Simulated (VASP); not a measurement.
# Sn (Im-3m) in VASP: a series of runs

Runs on Sn. Level: LDA. Tasks: single point.

Program: VASP 6.6.1. These are calculated values, not measurements. Logs are shortened: lines on timing, memory, paths and dates and some standing lists are left out, and cuts for length are marked.

## 1. The crystal as given

It takes space group Im-3m (No. 229, cubic). The conventional cell has a = 3.789 Å, b = 3.789 Å, c = 3.789 Å, α = 90.00°, β = 90.00°, γ = 90.00°. Sn (site symmetry m-3m) is surrounded by 8 Sn at 3.28 Å.

This isn't the form of Sn at room conditions, which is tetragonal (white tin).

## 2. Single point, LDA

Contents of INCAR:

```
PREC = Accurate
ENCUT = 520
EDIFF = 1E-6
ISMEAR = 0
SIGMA = 0.15
LREAL = F
LASPH = T
NELM = 60
ALGO = Normal
ISIF = 2
LWAVE = F
LCHARG = F
NBANDS = 13
```

Contents of KPOINTS:

```
Automatic mesh
0
Gamma
  18 18 18
```

Contents of POSCAR:

```
Sn
1.0
   -1.8946518192      1.8946518192      1.8946518192
    1.8946518192     -1.8946518192      1.8946518192
    1.8946518192      1.8946518192     -1.8946518192
Sn
1
Direct
    0.0000000000      0.0000000000      0.0000000000
```

Potentials or basis: VASP PAW LDA potentials, release 64 (Sn_d).

Started as:

```bash
> cat potpaw_LDA.64/Sn_d/POTCAR > POTCAR
> mpirun -np 1 vasp_std > vasp.out
```

OUTCAR:

```text
PREC = Accurate
   ENCUT = 520
   EDIFF = 1E-6
   ISMEAR = 0
   LREAL = F
   LASPH = T
   NELM = 60
   ISIF = 2

 ion  position               nearest neighbor table
   1  0.000  0.000  0.000-

  LATTYP: Found a body centered cubic cell.
 ALAT       =     3.7893036384

  Lattice vectors:

 A1 = (  -1.8946518192,   1.8946518192,   1.8946518192)
 A2 = (   1.8946518192,  -1.8946518192,   1.8946518192)
 A3 = (   1.8946518192,   1.8946518192,  -1.8946518192)

Analysis of symmetry for initial positions (statically):
=====================================================================
 Subroutine PRICEL returns:
 Original cell was already a primitive cell.

 Routine SETGRP: Setting up the symmetry group for a
 body centered cubic supercell.

 Subroutine GETGRP returns: Found 48 space group operations
 (whereof 48 operations were pure point group operations)
 out of a pool of 48 trial point group operations.

The static configuration has the point symmetry O_h .

Analysis of symmetry for dynamics (positions and initial velocities):
=====================================================================
 Subroutine PRICEL returns:
 Original cell was already a primitive cell.

 Routine SETGRP: Setting up the symmetry group for a
 body centered cubic supercell.

 Subroutine GETGRP returns: Found 48 space group operations
 (whereof 48 operations were pure point group operations)
 out of a pool of 48 trial point group operations.

The dynamic configuration has the point symmetry O_h .

 Subroutine INISYM returns: Found 48 space group operations
 (whereof 48 operations are pure point group operations),
 and found     1 'primitive' translations

----------------------------------------------------------------------------------------

                                     Primitive cell

  volume of cell :      27.2050

  direct lattice vectors                    reciprocal lattice vectors
    -1.894651819  1.894651819  1.894651819     0.000000000  0.263900731  0.263900731
     1.894651819 -1.894651819  1.894651819     0.263900731  0.000000000  0.263900731
     1.894651819  1.894651819 -1.894651819     0.263900731  0.263900731  0.000000000

  length of vectors
     3.281633214  3.281633214  3.281633214     0.373211993  0.373211993  0.373211993

  position of ions in fractional coordinates (direct lattice)
     0.000000000  0.000000000  0.000000000

  ion indices of the primitive-cell ions
   primitive index   ion index
                 1           1

----------------------------------------------------------------------------------------

 KPOINTS: Automatic mesh

Automatic generation of k-mesh.
 Grid dimensions read from file:
 generate k-points for:   18   18   18

 Generating k-lattice:

  Cartesian coordinates                     Fractional coordinates (reciprocal lattice)
     0.000000000  0.014661152  0.014661152     0.055555556  0.000000000  0.000000000
     0.014661152  0.000000000  0.014661152     0.000000000  0.055555556  0.000000000
     0.014661152  0.014661152  0.000000000     0.000000000  0.000000000  0.055555556

  Length of vectors
     0.020734000  0.020734000  0.020734000

  Shift w.r.t. Gamma in fractional coordinates (k-lattice)
     0.000000000  0.000000000  0.000000000

 Subroutine IBZKPT returns following result:
 ===========================================

 Found    195 irreducible k-points:

 Following reciprocal coordinates:
            Coordinates               Weight
  0.000000  0.000000  0.000000      1.000000
  0.055556  0.000000  0.000000     12.000000
  0.111111  0.000000  0.000000     12.000000
  0.166667  0.000000  0.000000     12.000000
  0.222222  0.000000  0.000000     12.000000
  0.277778  0.000000  0.000000     12.000000
[... 16 lines left out ...]
  0.333333  0.111111 -0.000000     48.000000
  0.388889  0.111111  0.000000     48.000000
 [... further k-points ...]
   k-points           NKPTS =    195   k-points in BZ     NKDIM =    195   number of bands    NBANDS=     13
   number of dos      NEDOS =    301   number of ions     NIONS =      1
   total plane-waves  NPLWV =  13824
   dimension x,y,z NGX =    24 NGY =   24 NGZ =   24
   dimension x,y,z NGXF=    48 NGYF=   48 NGZF=   48
   ions per type =               1
   NGX,Y,Z   is equivalent  to a cutoff of  12.16, 12.16, 12.16 a.u.
   NGXF,Y,Z  is equivalent  to a cutoff of  24.32, 24.32, 24.32 a.u.
 SYSTEM =  unknown system
   PREC   = accura    normal or accurate (medium, high low for compatibility)
   ISTART =      0    job   : 0-new  1-cont  2-samecut
   ICHARG =      2    charge: 1-file 2-atom 10-const
   ISPIN  =      1    spin polarized calculation?
   LNONCOLLINEAR =      F non collinear calculations
   LSORBIT =      F    spin-orbit coupling
   LASPH  =      T    aspherical Exc in radial PAW
   ENCUT  =  520.0 eV  38.22 Ry    6.18 a.u.   6.10  6.10  6.10*2*pi/ulx,y,z
   NELM   =     60;   NELMIN=  2; NELMDL= -5     # of ELM steps
   EDIFF  = 0.1E-05   stopping-criterion for ELM
   LREAL  =      F    real-space projection
   EDIFFG = 0.1E-04   stopping-criterion for IOM
   NSW    =      0    number of steps for IOM
   IBRION =     -1    ionic relax: 0-MD 1-quasi-New 2-CG
   NFREE  =      0    steps in history (QN), initial steepest desc. (CG)
   ISIF   =      2    stress and relaxation
   ISYM   =      2    0-nonsym 1-usesym 2-fastsym
   POTIM  = 0.5000    time-step for ionic-motion
   TEBEG  =    0.0;   TEEND  =   0.0 temperature during run
   PSTRESS=    0.0 pullay stress
   NELECT =      14.0000    total number of electrons
   NUPDOWN=      -1.0000    fix difference up-down
   EMIN   =  10.00;   EMAX   =-10.00  energy-range for DOS
   EFERMI =   0.00;   METHOD = LEGACY
   ISMEAR =     0;   SIGMA  =   0.15  broadening in eV -4-tet -1-fermi 0-gaus
   EFERMI_NEDOS =   21; number of points for ismear=-14 and -15
   IALGO  =     38    algorithm
   IMIX   =      4    mixing-type and parameters
     AMIX     =   0.40;   BMIX     =  1.00
     AMIX_MAG =   1.60;   BMIX_MAG =  1.00
  volume/ion in A,a.u.               =      27.20       183.59
  Fermi-wavevector in a.u.,A,eV,Ry     =   1.311902  2.479136 23.416813  1.721087
  Thomas-Fermi vector in A             =   2.442332
   LORBIT       =      0    0 simple, 1 ext, 2 COOP (PROOUT), +10 PAW based schemes
   GGA     = CA    functional components
   LHFCALC =     F    Hartree Fock is set to
   AEXX    =    0.0000 exact exchange contribution
   IVDW    =     0    specifies the selected vdW correction
   LEPSILON=     F    determine dielectric tensor
   LRPA    =     F    only Hartree local field effects (RPA)
 non-spin polarized calculation
 Gauss-broadening in eV      SIGMA  =   0.15
  energy-cutoff  :      520.00
  volume of cell :       27.20
 maximum number of plane-waves:       746
   NGX = 13   NGY = 13   NGZ = 13

 number of electron      13.9999996 magnetization

 Free energy of the ion-electron system (eV)
  ---------------------------------------------------
  ext. energy  EPLUGINS =         0.00000000
  ---------------------------------------------------
  free energy    TOTEN  =        -4.42578572 eV

  energy without entropy =       -4.41869944  energy(sigma->0) =       -4.42224258

 E-fermi :   7.7897     XC(G=0): -10.6001

 val. band max:        7.7751602482   @ k =  -0.3889   0.5000   0.1667
 cond. band min:       7.8719235618   @ k =  -0.3889  -0.4444   0.0556
 fundamental gap:      0.0967633136
 Fermi energy:         7.7897303639

 k-point     1 :       0.0000    0.0000    0.0000
  band No.  band energies     occupation
      1     -13.6469      2.00000
      2     -13.6469      2.00000
      3     -13.6469      2.00000
      4     -13.5061      2.00000
      5     -13.5061      2.00000
      6      -3.2909      2.00000
      7      15.6264      0.00000
      8      15.6264      0.00000
      9      15.6264      0.00000
     10      20.0142      0.00000
     11      20.0142      0.00000
     12      20.0142      0.00000
     13      20.5967      0.00000

 k-point     2 :       0.0556    0.0000    0.0000
  band No.  band energies     occupation
      1     -13.6483      2.00000
      2     -13.6449      2.00000
      3     -13.6404      2.00000
      4     -13.5077      2.00000
      5     -13.5063      2.00000
      6      -3.2238      2.00000
      7      15.0358      0.00000
      8      15.3580      0.00000
      9      15.5420      0.00000
     10      19.1328      0.00000
     11      19.3723      0.00000
     12      19.8416      0.00000
     13      20.9578      0.00000

 k-point     3 :       0.1111    0.0000    0.0000
  band No.  band energies     occupation
      1     -13.6524      2.00000
      2     -13.6391      2.00000
      3     -13.6212      2.00000
      4     -13.5121      2.00000
      5     -13.5069      2.00000
      6      -3.0226      2.00000
      7      13.6245      0.00000
      8      14.7237      0.00000
      9      15.2951      0.00000
     10      18.2590      0.00000
     11      18.6169      0.00000
     12      19.6488      0.00000
     13      21.3829      0.00000
[... 305 lines left out ...]
 k-point    23 :       0.3333    0.1111   -0.0000
  band No.  band energies     occupation
      1     -13.6770      2.00000
      2     -13.6178      2.00000
      3     -13.5225      2.00000
      4     -13.5147      2.00000
      5     -13.4547      2.00000
      6       0.1379      2.00000
      7       5.4923      2.00000
      8      10.2713      0.00000
      9      12.6596      0.00000
     10      16.6634      0.00000
     11      18.4483      0.00000
     12      20.7170      0.00000
     13      23.9199      0.00000

 k-point    24 :       0.3889    0.1111    0.0000
  band No.  band energies     occupation
      1     -13.6804      2.00000
      2     -13.6192      2.00000
      3     -13.5183      2.00000
      4     -13.5154      2.00000
      5     -13.4386      2.00000
      6       0.9941      2.00000
      7       4.2612      2.00000
      8      10.0351      0.00000
      9      12.4816      0.00000
     10      16.5196      0.00000
     11      18.3539      0.00000
     12      21.4503      0.00000
     13      23.3365      0.00000

 [... further k-points ...]

------------------------ aborting loop because EDIFF is reached ----------------------------------------

  FORCE on cell =-STRESS in cart. coord.  units (eV):
  Direction    XX          YY          ZZ          XY          YZ          ZX
  --------------------------------------------------------------------------------------
  -------------------------------------------------------------------------------------
  Total       -0.5553397     -0.5553397     -0.5553397     -0.0000000     -0.0000000     -0.0000000
  in kB      -32.7055199    -32.7055199    -32.7055199     -0.0000000     -0.0000000     -0.0000000
  external PRESSURE =     -32.7055199 kB  Pullay stress =       0.0000000 kB

 VOLUME and BASIS-vectors are now :
 -----------------------------------------------------------------------------
  energy-cutoff  :      520.00
  volume of cell :       27.20
      direct lattice vectors                 reciprocal lattice vectors
    -1.894651819  1.894651819  1.894651819     0.000000000  0.263900731  0.263900731
     1.894651819 -1.894651819  1.894651819     0.263900731  0.000000000  0.263900731
     1.894651819  1.894651819 -1.894651819     0.263900731  0.263900731  0.000000000

 POSITION                                       TOTAL-FORCE (eV/Angst)
 -----------------------------------------------------------------------------------
      0.00000      0.00000      0.00000        -0.000000     -0.000000      0.000000
 -----------------------------------------------------------------------------------
    total drift:                               -0.000000      0.000000      0.000000

  FREE ENERGIE OF THE ION-ELECTRON SYSTEM (eV)
  ---------------------------------------------------
  free  energy   TOTEN  =        -4.4257857180 eV

  energy  without entropy=       -4.4186994372  energy(sigma->0) =       -4.42224258
```

It took 48 s on 1 thread of Intel Xeon Platinum 8375C at 2.90GHz (Ice Lake), shared host; peak memory 0.17 GiB.

What came out:

```
Free energy            : -4.4258 eV
Pressure               : -3.3 GPa
Band gap on the k mesh : none (metal or under the smearing width)
```

Levels at points of the mesh, in eV from the Fermi level:
```
           k point  band 4  band 5  band 6  band 7  band 8  band 9  band 10  band 11
(0.00, 0.00, 0.00)  -21.30  -21.30  -11.08    7.84    7.84    7.84    12.22    12.22
(0.50, 0.00, 0.00)  -21.30  -21.21   -6.46   -4.37    3.55    5.41     8.03     8.37
(0.50, 0.50, 0.50)  -21.23  -21.23   -2.60   -0.47   -0.47   -0.47     3.97     3.97
```

## 3. Single point, LDA

Contents of INCAR:

```
SYSTEM = Sn
PREC = Accurate
ENCUT = 520
EDIFF = 1E-6
ISMEAR = 0
SIGMA = 0.15
LREAL = .FALSE.
LASPH = .TRUE.
NELM = 80
ALGO = Fast
ISIF = 2
LWAVE = .FALSE.
LCHARG = .FALSE.
NBANDS = 13
```

Contents of KPOINTS:

```
Automatic mesh
0
G
  20 20 20
  0 0 0
```

POSCAR is that of step 2.

Potentials or basis: VASP PAW LDA potentials, release 64 (Sn_d).

Started as:

```bash
> cat potpaw_LDA.64/Sn_d/POTCAR > POTCAR
> mpirun -np 1 vasp_std > vasp.out
```

Wall time 81 s (1 thread of Intel Xeon Platinum 8375C at 2.90GHz (Ice Lake), shared host); peak memory 0.19 GiB.

It converged, with:

| Property | Result |
| --- | --- |
| Free energy | -4.4250 eV |
| Pressure | -3.4 GPa |
| Band gap on the k mesh | none (metal or under the smearing width) |

Levels at points of the mesh, in eV from the Fermi level:
| k point | band 5 | band 6 | band 7 | band 8 | band 9 | band 10 |
| --- | --- | --- | --- | --- | --- | --- |
| (0.00, 0.00, 0.00) | -21.30 | -11.08 | 7.83 | 7.83 | 7.83 | 12.22 |
| (0.50, 0.00, 0.00) | -21.22 | -6.46 | -4.37 | 3.55 | 5.41 | 8.03 |
| (0.50, 0.50, 0.50) | -21.24 | -2.60 | -0.48 | -0.48 | -0.48 | 3.97 |
